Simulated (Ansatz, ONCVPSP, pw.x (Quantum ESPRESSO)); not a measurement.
**From atom to crystal: ONCV potential for barium (Ba)**

Ba (Z = 56), optimised norm-conserving Vanderbilt (ONCV), made with ONCVPSP 4.0.1.1 (patched build) (PBE, scalar-relativistic). Core [Kr] 4d10, reference 5s2 5p6 (charge +2). Waves: 5s: rc 1.60 bohr, ncon 4, nbas 7, qcut 3.9 1/bohr, 3 projectors, debl 3.6 Ha; 5p: rc 1.95 bohr, ncon 5, nbas 8, qcut 5 1/bohr, 2 projectors, debl 1.8 Ha; d scattering state at 0.4 Ha: rc 1.95 bohr, ncon 3, nbas 7, qcut 4.3 1/bohr, 2 projectors, debl 3 Ha. Local part: polynomial inside 1.05 bohr (lpopt 5, dvloc0 0 Ha). Core correction: Teter function fitted to the true core (icmod 2), fcfact 0.45.

In the d channel the program set the typed energies aside and used 0.050, 3.050 Ha.

Crystal test: fcc Ba in pw.x 7.5, no spin, 9³ k-points, Fermi–Dirac smearing 0.01 Ry, cutoffs 110/440 Ry. The reference is all-electron LAPW (Ansatz 0.2.0) with the same functional, mesh and smearing; V0 and B0 come from Birch–Murnaghan fits to the pressures at five volumes. Errors are pseudo minus all-electron; Δ is the rms difference of the E(V) curves that follow from these fits, minima aligned, over ±6 % about the mean V0. Mesh and smearing are coarse, so the numbers serve the comparison and aren't converged zero-temperature values; the lattice is a test structure that the element need not adopt.

| V (Å³/atom) | P all-electron (GPa) | P pseudo (GPa) |
| --- | --- | --- |
| 61.159 | 0.44 | 0.40 |
| 62.769 | 0.21 | 0.17 |
| 64.378 | 0.00 | -0.04 |
| 65.987 | -0.19 | -0.23 |
| 67.597 | -0.37 | -0.40 |

All-electron: a0 = 6.363 Å (V0 = 64.40 Å³/atom), B0 = 8.0 GPa.

Pseudopotential: mean pressure error (GPa): -0.04; a0 (Å): 6.353; a0 error (%): -0.16; B0 error (%): +0.8; Δ (meV/atom): 0.5. The generator flags a localised state at positive energy (p at 2 eV, s at 31 eV).

**Question.** At the middle volume, how do free energy and pressure move when the wave cutoff is lowered (ecutrho kept at four times it)?

**Answer.**

```csv
cutoff (Ry),shift of F (meV/atom),shift of P (GPa)
50,+105.0,-0.22
66,+79.9,-0.30
88,+13.2,-0.24
```

The run at the middle volume (35 k-points, 12 iterations) took about 2.4 min on one core of a shared host (Neoverse-N1, 64 threads, 124 GiB, load 55).
